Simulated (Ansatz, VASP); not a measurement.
**EuS in VASP and in Ansatz**

```
Eu S
1.0
     0.00000    2.94123    2.94123
     2.94123    0.00000    2.94123
     2.94123    2.94123    0.00000
Eu S
1 1
Direct
  0.00000 0.00000 0.00000
  0.50000 0.50000 0.50000
```

The cell is a database's computed one.

Alike in both runs: task single point; functional PBE; k mesh 6 × 6 × 6; occupations gaussian, width 0.1 eV; collinear spin.

```csv
,VASP,Ansatz
version,VASP 6.6.1,Ansatz 0.2.0
potentials or method,"VASP PAW PBE potentials, release 64 (Eu, S)","scalar-relativistic, plane waves, PAW"
plane-wave cutoff (eV),520,420
valence electrons in the cell,23,23
```

|  | VASP | Ansatz | Ansatz less VASP |
| --- | --- | --- | --- |
| gap on the k mesh at the Fermi level (eV) | none | none | - |
| pressure (GPa) | -1.3 | -0.9 | +0.46 |
| net moment per atom (μB) | 3.49 | 3.49 | +0.001 |
| size of the moment on the site where the two differ most (μB) | 6.58 | 6.73 | +0.159 |

Site moments also hang on the region over which each program counts them. A gap of «none» marks a metal or a gap that the smearing closes.

Caveats: spin-orbit coupling is left out, which moves the levels of the heavy elements; a cell with one magnetic atom can't hold antiferromagnetic order, which such compounds often take; without U or exact exchange the open f shell lies at the Fermi level, which spoils levels, moments and volumes. The state reached can hang on the start; a lower one may exist. With open d or f shells a metallic result of PBE can be an artefact of self-interaction; +U or a hybrid may open a gap.
